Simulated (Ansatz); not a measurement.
Crystal: MgO.

```
Mg O
1.0
     0.00000    2.30616    2.30616
     2.30616    0.00000    2.30616
     2.30616    2.30616    0.00000
Mg O
1 1
Cartesian
  2.3062 2.3062 2.3062
  3.4592 3.4592 3.4592
```

The cell was built by a generator and needn't be a form met in nature.

* Program: Ansatz 0.2.0
* Task: single point
* Functional: PBE
* Potentials or basis: Ansatz PAW
* Cutoff: 420 eV (not typed: the program's choice for these potentials)
* k mesh: 10 × 10 × 10
* Occupations: fermi-dirac, width 0.05 eV
* Spin: no spin polarisation

On this cell: pressure 0.0 GPa; largest force zero by symmetry; band gap on the k mesh 3.48 eV, direct.

The same run follows on a disturbed copy (atoms moved at random, drawn with an rms of 0.05 Å):

```
Mg O
1.0
     0.00000    2.30616    2.30616
     2.30616    0.00000    2.30616
     2.30616    2.30616    0.00000
Mg O
1 1
Direct
  0.50080 0.47661 0.51917
  0.74989 0.74835 0.75205
```

Task: What changes?

Result: The energy moves by +8.9 meV/atom; pressure 0.3 GPa; largest force 0.572 eV/Å; band gap on the k mesh 3.41 eV, direct.

Forces in eV/Å, atoms in the order of the input:
```
Mg   0.161 -0.362  0.412
O   -0.161  0.362 -0.412
```

Stress tensor (GPa, compression positive):
```
 0.45 -2.18  1.91
-2.18  0.28 -0.80
 1.91 -0.80  0.22
```

